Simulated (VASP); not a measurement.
Write the native input for VASP 6.6.1 that does the following.

```yaml
Task: single point
Functional: RPBE
Potentials_or_basis: VASP PAW PBE potentials, release 64 (Cd, Te)
Cutoff: 520 eV
k_mesh: 8 × 8 × 8
Occupations: gaussian, width 0.02 eV
Spin: no spin polarisation
Dipole_correction: no
Further_INCAR_settings: ALGO = Normal; EDIFF = 1e-07; NBANDS = 16
```

The structure of CdTe lies in POSCAR:

```
CdTe
1.0
    0.0000000000      3.3086866955      3.3086866955
    3.3086866955      0.0000000000      3.3086866955
    3.3086866955      3.3086866955      0.0000000000
Cd Te
1 1
Direct
    0.0000000000      0.0000000000      0.0000000000
    0.7500000000      0.7500000000      0.7500000000
```

The input as run:

INCAR

```
PREC = Accurate ; ENCUT = 520
EDIFF = 1E-7 ; ISMEAR = 0
SIGMA = 0.02 ; LREAL = F
LASPH = T ; NELM = 100
ALGO = Normal ; ISIF = 2
LWAVE = F ; LCHARG = F
GGA = RP ; NBANDS = 16
```

KPOINTS

```
Automatic mesh
0
Gamma
  8 8 8
```

Potentials or basis: VASP PAW PBE potentials, release 64 (Cd, Te).

The run is started by

```bash
$ cat potpaw_PBE.64/Cd/POTCAR potpaw_PBE.64/Te/POTCAR > POTCAR
$ mpirun -np 1 vasp_std > vasp.out
```

It gave:

The pressure is 1.6 GPa. The band gap on the k mesh is 0.73 eV, direct.

Caveat: the PAW data sets were made with another functional, which shifts forces and pressure a little; spin-orbit coupling is left out, which moves the levels of the heavy elements.

It took 16 s on 1 thread of Intel(R) Xeon(R) 6975P-C (Granite Rapids) (shared host), peak memory 0.21 GiB.
